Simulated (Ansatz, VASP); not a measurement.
## PbSe (Clausthalite) in VASP and in Ansatz

Contents of INCAR:

```
  PREC = Accurate
  ENCUT = 600
  EDIFF = 1E-6
  ISMEAR = 0
  SIGMA = 0.01
  LREAL = F
  LASPH = T
  NELM = 80
  ALGO = Normal
  ISIF = 3
  LWAVE = F
  LCHARG = F
  GGA = RP
  IBRION = 2
  NSW = 60
  EDIFFG = -0.01
```

File KPOINTS:

```
Automatic mesh
0
Gamma
  6 6 6
```

The input POSCAR:

```
PbSe
1.0
    0.0000000000      3.0606500000      3.0606500000
    3.0606500000      0.0000000000      3.0606500000
    3.0606500000      3.0606500000      0.0000000000
Pb Se
1 1
Direct
    0.0000000000      0.0000000000      0.0000000000
    0.5000000000      0.5000000000      0.5000000000
```

Input for Ansatz:

```yaml
crystal:
  lattice:
    - [0.0, 3.06065, 3.06065]
    - [3.06065, 0.0, 3.06065]
    - [3.06065, 3.06065, 0.0]
  atoms:
    - { symbol: Pb, position: [0.0, 0.0, 0.0] }
    - { symbol: Se, position: [0.5, 0.5, 0.5] }
basis:
  ecutwfc: 462.593566181796
kpoints:
  mp_grid:
    grid: [6, 6, 6]
hamiltonian:
  xc: rpbe
  dispersion: none
scf:
  occupations:
    method: fixed
relax:
  f_tol: 0.01
  max_steps: 40
  cell: {}
```

Alike in both runs: task relaxation of cell and atoms; functional RPBE; k mesh 6 × 6 × 6; no spin polarisation.

|  | VASP | Ansatz |
| --- | --- | --- |
| version | VASP 6.6.1 | Ansatz 0.2.0 |
| potentials or method | VASP PAW PBE potentials, release 64 (Pb_d, Se) | plane waves, PAW |
| plane-wave cutoff (eV) | 600 | 463 |
| occupations | gaussian, width 0.01 eV | fixed |
| valence electrons in the cell | 20 | 30 |

|  | VASP | Ansatz | Ansatz less VASP |
| --- | --- | --- | --- |
| relaxed volume (Å³/atom) | 31.17 | 31.19 | +0.020 |
| relaxed cell length with the largest relative difference (Å) | 4.451 | 4.451 | +0.0009 |
| energy change over the relaxation (meV/atom) | -30 | -30 | 0.0 |

The two sets of potentials don't hold the same shells in valence.

Caveats: the PAW data sets were made with another functional, which shifts forces and pressure a little (VASP). Zero-point motion and thermal expansion aren't in these numbers. RPBE and its kin give volumes clearly too large for solids.
